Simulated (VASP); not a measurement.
# Ge (Fd-3m) in VASP: notebook, part 2 of 2

VASP 6.6.1. Earlier steps stand in the parts before.

## Step 3: Single point, PBEsol (grid = ENCUT=350 dk=0.45 cell=3x3x2 ISMEAR=0 SIGMA=0.05 LREAL=Auto EDIFF=1e-06)

Contents of INCAR:

```
PREC = Accurate
ENCUT = 350
EDIFF = 1E-6
ISMEAR = 0
SIGMA = 0.05
LREAL = Auto
LASPH = True
NELM = 120
ALGO = Fast
ISIF = 2
LWAVE = False
LCHARG = False
GGA = PS
NBANDS = 264
NCORE = 1
KPAR = 2
```

Contents of KPOINTS:

```
Automatic mesh
0
Gamma
  2 2 3
```

Contents of POSCAR:

```
Ge
1.0
    0.0000000000      8.4867300000      8.4867300000
    8.4867300000      0.0000000000      8.4867300000
    5.6578200000      5.6578200000      0.0000000000
Ge
36
Direct
    0.2500000000      0.2500000000      0.3750000000
    0.2500000000      0.2500000000      0.8750000000
    0.2500000000      0.5833333333      0.3750000000
    0.2500000000      0.5833333333      0.8750000000
    0.2500000000      0.9166666667      0.3750000000
    0.2500000000      0.9166666667      0.8750000000
    0.5833333333      0.2500000000      0.3750000000
    0.5833333333      0.2500000000      0.8750000000
    0.5833333333      0.5833333333      0.3750000000
    0.5833333333      0.5833333333      0.8750000000
    0.5833333333      0.9166666667      0.3750000000
    0.5833333333      0.9166666667      0.8750000000
    0.9166666667      0.2500000000      0.3750000000
    0.9166666667      0.2500000000      0.8750000000
    0.9166666667      0.5833333333      0.3750000000
    0.9166666667      0.5833333333      0.8750000000
    0.9166666667      0.9166666667      0.3750000000
    0.9166666667      0.9166666667      0.8750000000
    0.1666666667      0.1666666667      0.2500000000
    0.1666666667      0.1666666667      0.7500000000
    0.1666666667      0.5000000000      0.2500000000
    0.1666666667      0.5000000000      0.7500000000
    0.1666666667      0.8333333333      0.2500000000
    0.1666666667      0.8333333333      0.7500000000
    0.5000000000      0.1666666667      0.2500000000
    0.5000000000      0.1666666667      0.7500000000
    0.5000000000      0.5000000000      0.2500000000
    0.5000000000      0.5000000000      0.7500000000
    0.5000000000      0.8333333333      0.2500000000
    0.5000000000      0.8333333333      0.7500000000
    0.8333333333      0.1666666667      0.2500000000
    0.8333333333      0.1666666667      0.7500000000
    0.8333333333      0.5000000000      0.2500000000
    0.8333333333      0.5000000000      0.7500000000
    0.8333333333      0.8333333333      0.2500000000
    0.8333333333      0.8333333333      0.7500000000
```

Potentials or basis: VASP PAW PBE potentials, release 64 (Ge_d).

The run is started by

```sh
cat potpaw_PBE.64/Ge_d/POTCAR > POTCAR
mpirun -np 4 vasp_std > vasp.out
```

Wall time 12 min (4 MPI ranks of AMD EPYC 9R14 (Zen 4), shared host); peak memory 0.6 GiB.

These settings aren't checked as converged: the numbers below hold their error.

Results:

```
Free energy            : -176.9385 eV
Band gap on the k mesh : none (metal or under the smearing width)
```

Caveat: the cutoff is under 1.25 times the usual one of these potentials, so pressure, stress and relaxed cells hold a basis-set (Pulay) error; the PAW data sets were made with another functional, which shifts forces and pressure a little.

## Step 4: Single point, PBEsol (grid = ENCUT=350 dk=0.45 cell=3x3x2 ISMEAR=0 SIGMA=0.2 LREAL=Auto EDIFF=1e-06)

INCAR, as its differences from that of step 3:

```diff
@@ -4,3 +4,3 @@
 ISMEAR = 0
-SIGMA = 0.05
+SIGMA = 0.2
 LREAL = Auto
```

KPOINTS is that of step 3.

POSCAR is that of step 3.

Potentials or basis: VASP PAW PBE potentials, release 64 (Ge_d).

The run is started by

```sh
cat potpaw_PBE.64/Ge_d/POTCAR > POTCAR
mpirun -np 4 vasp_std > vasp.out
```

OUTCAR:

```text
PREC = Accurate
   ENCUT = 350
   EDIFF = 1E-6
   ISMEAR = 0
   LREAL = Auto
   LASPH = True
   NELM = 120
   ISIF = 2
   GGA = PS

 Found      6 irreducible k-points:

 Following reciprocal coordinates:
            Coordinates               Weight
  0.000000  0.000000  0.000000      1.000000
  0.500000  0.000000  0.000000      2.000000
  0.500000  0.500000  0.000000      1.000000
  0.000000  0.000000  0.333333      2.000000
  0.500000  0.000000  0.333333      4.000000
  0.500000  0.500000  0.333333      2.000000
   k-points           NKPTS =      6   k-points in BZ     NKDIM =      6   number of bands    NBANDS=    264
   number of dos      NEDOS =    301   number of ions     NIONS =     36
   total plane-waves  NPLWV = 320000
   dimension x,y,z NGX =    80 NGY =   80 NGZ =   50
   dimension x,y,z NGXF=   160 NGYF=  160 NGZF=  100
   ions per type =              36
   NGX,Y,Z   is equivalent  to a cutoff of  11.08, 11.08, 10.39 a.u.
   NGXF,Y,Z  is equivalent  to a cutoff of  22.16, 22.16, 20.78 a.u.
 SYSTEM =  unknown system
   PREC   = accura    normal or accurate (medium, high low for compatibility)
   ISTART =      0    job   : 0-new  1-cont  2-samecut
   ICHARG =      2    charge: 1-file 2-atom 10-const
   ISPIN  =      1    spin polarized calculation?
   LNONCOLLINEAR =      F non collinear calculations
   LSORBIT =      F    spin-orbit coupling
   LASPH  =      T    aspherical Exc in radial PAW
   ENCUT  =  350.0 eV  25.72 Ry    5.07 a.u.  18.31 18.31 12.21*2*pi/ulx,y,z
   NELM   =    120;   NELMIN=  2; NELMDL= -5     # of ELM steps
   EDIFF  = 0.1E-05   stopping-criterion for ELM
   LREAL  =      T    real-space projection
   EDIFFG = 0.1E-04   stopping-criterion for IOM
   NSW    =      0    number of steps for IOM
   IBRION =     -1    ionic relax: 0-MD 1-quasi-New 2-CG
   NFREE  =      0    steps in history (QN), initial steepest desc. (CG)
   ISIF   =      2    stress and relaxation
   ISYM   =      2    0-nonsym 1-usesym 2-fastsym
   POTIM  = 0.5000    time-step for ionic-motion
   TEBEG  =    0.0;   TEEND  =   0.0 temperature during run
   PSTRESS=    0.0 pullay stress
   NELECT =     504.0000    total number of electrons
   NUPDOWN=      -1.0000    fix difference up-down
   EMIN   =  10.00;   EMAX   =-10.00  energy-range for DOS
   EFERMI =   0.00;   METHOD = LEGACY
   ISMEAR =     0;   SIGMA  =   0.20  broadening in eV -4-tet -1-fermi 0-gaus
   EFERMI_NEDOS =   21; number of points for ismear=-14 and -15
   IALGO  =     68    algorithm
   IMIX   =      4    mixing-type and parameters
     AMIX     =   0.40;   BMIX     =  1.00
     AMIX_MAG =   1.60;   BMIX_MAG =  1.00
  volume/ion in A,a.u.               =      22.64       152.78
  Fermi-wavevector in a.u.,A,eV,Ry     =   1.394756  2.635708 26.468033  1.945346
  Thomas-Fermi vector in A             =   2.518275
   LORBIT       =      0    0 simple, 1 ext, 2 COOP (PROOUT), +10 PAW based schemes
   GGA     = PS    functional components
   LHFCALC =     F    Hartree Fock is set to
   AEXX    =    0.0000 exact exchange contribution
   IVDW    =     0    specifies the selected vdW correction
   LEPSILON=     F    determine dielectric tensor
   LRPA    =     F    only Hartree local field effects (RPA)
 non-spin polarized calculation
 RMM-DIIS sequential band-by-band and
 Gauss-broadening in eV      SIGMA  =   0.20
  energy-cutoff  :      350.00
  volume of cell :      815.00
 maximum number of plane-waves:     12144
 NGX is ok and might be reduce to    80
   NGX = 37   NGY = 37   NGZ = 25

 number of electron     504.0000021 magnetization

 Free energy of the ion-electron system (eV)
  ---------------------------------------------------
  ext. energy  EPLUGINS =         0.00000000
  ---------------------------------------------------
  free energy    TOTEN  =      -176.97886212 eV

  energy without entropy =     -176.91011143  energy(sigma->0) =     -176.94448678

 E-fermi :   4.8759     XC(G=0): -10.1238

 val. band max:        4.8682450007   @ k =   0.0000   0.0000   0.0000
 cond. band min:       4.9901280805   @ k =   0.5000   0.5000   0.0000
 fundamental gap:      0.1218830797
 Fermi energy:         4.8759201944

 k-point     1 :       0.0000    0.0000    0.0000
  band No.  band energies     occupation
      1     -19.9265      2.00000
      2     -19.9265      2.00000
      3     -19.9240      2.00000
      4     -19.9240      2.00000
      5     -19.9181      2.00000
      6     -19.9181      2.00000
[... 1591 lines left out ...]
    263       7.5131      0.00000
    264       7.5567      0.00000

------------------------ aborting loop because EDIFF is reached ----------------------------------------

  FORCE on cell =-STRESS in cart. coord.  units (eV):
  Direction    XX          YY          ZZ          XY          YZ          ZX
  --------------------------------------------------------------------------------------
  -------------------------------------------------------------------------------------
  Total        3.1250792      3.1250792      3.1239613      0.0029967      0.0010634      0.0010634
  in kB        6.1434414      6.1434414      6.1412437      0.0058910      0.0020906      0.0020905
  external PRESSURE =       6.1427089 kB  Pullay stress =       0.0000000 kB

 VOLUME and BASIS-vectors are now :
 -----------------------------------------------------------------------------
  energy-cutoff  :      350.00
  volume of cell :      815.00
      direct lattice vectors                 reciprocal lattice vectors
     0.000000000  8.486730000  8.486730000    -0.058915507  0.058915507  0.058915507
     8.486730000  0.000000000  8.486730000     0.058915507 -0.058915507  0.058915507
     5.657820000  5.657820000  0.000000000     0.088373260  0.088373260 -0.088373260

 POSITION                                       TOTAL-FORCE (eV/Angst)
 -----------------------------------------------------------------------------------
      4.24336      4.24336      4.24336        -0.000003     -0.000003     -0.000038
      7.07227      7.07227      4.24336        -0.000003     -0.000003     -0.000038
      7.07227      4.24336      7.07227        -0.000003     -0.000003     -0.000038
      9.90118      7.07227      7.07227        -0.000003     -0.000003     -0.000038
      9.90119      4.24336      9.90119        -0.000003     -0.000003     -0.000038
     12.73010      7.07227      9.90119        -0.000003     -0.000003     -0.000038
[... 28 lines left out ...]
      8.48673      8.48673     14.14455         0.000003      0.000003      0.000038
     11.31564     11.31564     14.14455         0.000003      0.000003      0.000038
 -----------------------------------------------------------------------------------
    total drift:                                0.000675      0.000675     -0.000689

  FREE ENERGIE OF THE ION-ELECTRON SYSTEM (eV)
  ---------------------------------------------------
  free  energy   TOTEN  =      -176.9788621210 eV

  energy  without entropy=     -176.9101114321  energy(sigma->0) =     -176.94448678
```

Run time: 12 min. Hardware: 4 MPI ranks of AMD EPYC 9R14 (Zen 4), shared host; peak memory 0.6 GiB.

The run converged, but some of its settings lie outside the range that counts as converged, so its numbers aren't taken as properties of the crystal.

What came out:

| Item | Value |
| --- | --- |
| Free energy | -176.9789 eV |
| Band gap on the k mesh | none (metal or under the smearing width) |

Caveat: the cutoff is under 1.25 times the usual one of these potentials, so pressure, stress and relaxed cells hold a basis-set (Pulay) error; the PAW data sets were made with another functional, which shifts forces and pressure a little.

## Step 5: Single point, PBEsol (grid = ENCUT=350 dk=0.45 cell=3x3x2 ISMEAR=0 SIGMA=0.05 LREAL=Auto EDIFF=0.0001)

INCAR, as its differences from that of step 4:

```diff
@@ -2,5 +2,5 @@
 ENCUT = 350
-EDIFF = 1E-6
+EDIFF = 1E-4
 ISMEAR = 0
-SIGMA = 0.2
+SIGMA = 0.05
 LREAL = Auto
```

KPOINTS is that of step 4.

POSCAR is that of step 4.

The run is started by

```sh
cat potpaw_PBE.64/Ge_d/POTCAR > POTCAR
mpirun -np 4 vasp_std > vasp.out
```

Run time: 8.1 min. Hardware: 4 MPI ranks of AMD EPYC 9R14 (Zen 4), shared host; peak memory 0.59 GiB.

The run converged, but some of its settings lie outside the range that counts as converged, so its numbers aren't taken as properties of the crystal.

Results:

```
Free energy            : -176.9382 eV
Band gap on the k mesh : none (metal or under the smearing width)
```

Caveat: the cutoff is under 1.25 times the usual one of these potentials, so pressure, stress and relaxed cells hold a basis-set (Pulay) error; the PAW data sets were made with another functional, which shifts forces and pressure a little.

## Step 6: The reference run

An earlier run on the cell as given: functional PBEsol; potentials or basis VASP PAW PBE potentials, release 64 (Ge_d); cutoff 520 eV; k mesh 8 × 8 × 8; occupations fermi-dirac, width 0.05 eV; no spin polarisation.

* Pressure: 0.5 GPa
* Band gap on the k mesh: none (metal or under the smearing width)
